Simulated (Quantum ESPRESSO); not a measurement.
Set up this calculation in Quantum ESPRESSO 7.5, as an ASE script.

```
Task                : relaxation of cell and atoms
Functional          : PBEsol
Dispersion          : rVV10
Potentials or basis : GBRV 1.5 PBEsol
Cutoff              : 762 eV
Density cutoff      : 6095 eV
k mesh              : 10 × 10 × 6
Occupations         : fermi-dirac, width 0.05 eV
Spin                : no spin polarisation
ASE optimiser       : FIRE
rVV10 parameter b   : 6.3
Mixing beta         : 0.5
Most SCF iterations : 120
SCF threshold       : 4e-10 Ry
```

The structure of Ag lies in Ag.cif:

```cif
data_Ag
_cell_length_a 2.93000000
_cell_length_b 2.93000000
_cell_length_c 4.79000000
_cell_angle_alpha 90.00000000
_cell_angle_beta 90.00000000
_cell_angle_gamma 120.00000000
_space_group_name_H-M_alt 'P1'
_space_group_name_Hall 'P 1'
_space_group_IT_number 1
loop_
_space_group_symop_operation_xyz
'x,y,z'
loop_
_atom_site_label
_atom_site_type_symbol
_atom_site_symmetry_multiplicity
_atom_site_Wyckoff_symbol
_atom_site_fract_x
_atom_site_fract_y
_atom_site_fract_z
_atom_site_occupancy
Ag1 Ag 1 a 0.6666666667 0.3333333333 0.7500000000 1
Ag2 Ag 1 a 0.3333333333 0.6666666667 0.2500000000 1
```

This isn't the form of Ag at room conditions, which is fcc.

These files were run (other wordings do the same):

run.py

```python
import numpy as np
from ase.calculators.espresso import Espresso, EspressoProfile
from ase.io import read

atoms = read('Ag.cif')

input_data = {
    'control': {'calculation': 'scf', 'prefix': 'pwscf', 'outdir': './tmp', 'tprnfor': True, 'tstress': True, 'disk_io': 'low'},
    'system': {'ecutwfc': 56.0, 'ecutrho': 448.0, 'nbnd': 27, 'input_dft': 'sla+pw+psx+psc+vv10', 'occupations': 'smearing', 'smearing': 'fd', 'degauss': 0.00367493},
    'electrons': {'conv_thr': 4e-10, 'electron_maxstep': 120, 'mixing_beta': 0.5},
}
pseudopotentials = {'Ag': 'ag_pbesol_v1.4.uspp.F.UPF'}
profile = EspressoProfile(command='mpirun -n 2 pw.x -nk 2', pseudo_dir='pseudo')
dft = Espresso(profile=profile, input_data=input_data, pseudopotentials=pseudopotentials, kpts=(10, 10, 6), koffset=(0, 0, 0))
atoms.calc = dft

from ase.optimize import FIRE
from ase.filters import FrechetCellFilter
done = FIRE(FrechetCellFilter(atoms), trajectory='opt.traj').run(fmax=0.02, steps=30)
print('converged', done)
print('cell (A)', np.round(atoms.cell.cellpar(), 5))
print(f'energy {atoms.get_potential_energy():.8f} eV')
print('forces (eV/A)')
print(np.round(atoms.get_forces(), 6))
print('stress (eV/A^3, Voigt)')
print(np.round(atoms.get_stress(), 8))
print(f'Fermi level {dft.get_fermi_level():.4f} eV')
```

Potentials or basis: GBRV 1.5 PBEsol.

Run with:

```bash
$ OMP_NUM_THREADS=1 python run.py
```

Results of the run:

```
Relaxed volume                         : 16.02 Å³/atom
Relaxed cell                           : a = 2.833 Å, b = 2.833 Å, c = 4.612 Å, α = 90.00°, β = 90.00°, γ = 120.00°
Space group after relaxing (to 0.05 Å) : P6_3/mmc (No. 194)
Energy gained by relaxing              : 62.5 meV/atom
Ionic steps                            : 11
Pressure after relaxing                : 0.1 GPa
Band gap on the k mesh                 : none (metal or under the smearing width)
```

Caveat: rVV10's parameter b was fitted to another functional.

Run time: 4.3 min on 2 MPI ranks on Intel(R) Xeon(R) Platinum 8259CL CPU @ 2.50GHz (Skylake/Cascade Lake), on a shared host, peak memory 0.3 GiB a rank.
